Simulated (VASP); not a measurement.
Runs of VASP 6.6.1 on Al. The typed cell holds 1 atom: a = 2.824 Å, b = 2.645 Å, c = 2.800 Å, α = 110.77°, β = 108.30°, γ = 109.45°. This isn't the form of Al at room conditions, which is fcc.

```csv
task,level,potentials or basis,cell,k mesh,cutoff (eV),smearing,grid for exact exchange (PRECFOCK),screening parameter,mesh quality,gap on the mesh (eV),pressure (GPa)
relaxation of cell and atoms,PBE,"VASP PAW PBE potentials, release 64 (Al)","relaxed from: cell sheared at random, sigma 0.03, atoms nudged by 0.01 Å",11 × 12 × 12,600,methfessel-paxton 0.1 eV,-,-,not flagged,none,0.0
band structure,HSE06+TS,"VASP PAW PBE potentials, release 64 (Al)","cell sheared at random, sigma 0.03, atoms nudged by 0.01 Å",6 × 6 × 6,520,gaussian 0.01 eV,Fast,0.2 1/A,coarse,-,-2.2
single point,PBE,"VASP PAW PBE potentials, release 64 (Al)","cell sheared at random, sigma 0.03, atoms nudged by 0.01 Å",11 × 12 × 12,520,fermi-dirac 0.05 eV,-,-,not flagged,none,(a)
relaxation of the atoms,PBEsol,"VASP PAW PBE potentials, release 64 (Al)","atoms relaxed from: cell sheared at random, sigma 0.03, atoms nudged by 0.01 Å",11 × 12 × 12,520,methfessel-paxton 0.1 eV,-,-,not flagged,none,3.1
```

Alike in all rows: no spin polarisation.

**Question.** Fill in the values left out.

**Answer.** (a) 4.6.

Caveats: some runs use coarse meshes; the PAW data sets were made with another functional, which shifts forces and pressure a little (some runs); atom-pairwise D2, TS and ULG terms overbind metals (some runs); pairwise dispersion overbinds metals, which lowers pressure and volume (some runs); the relaxation stopped at its first step, so nothing moved (some runs).

A gap of «none» marks a metal or a gap under the smearing width.
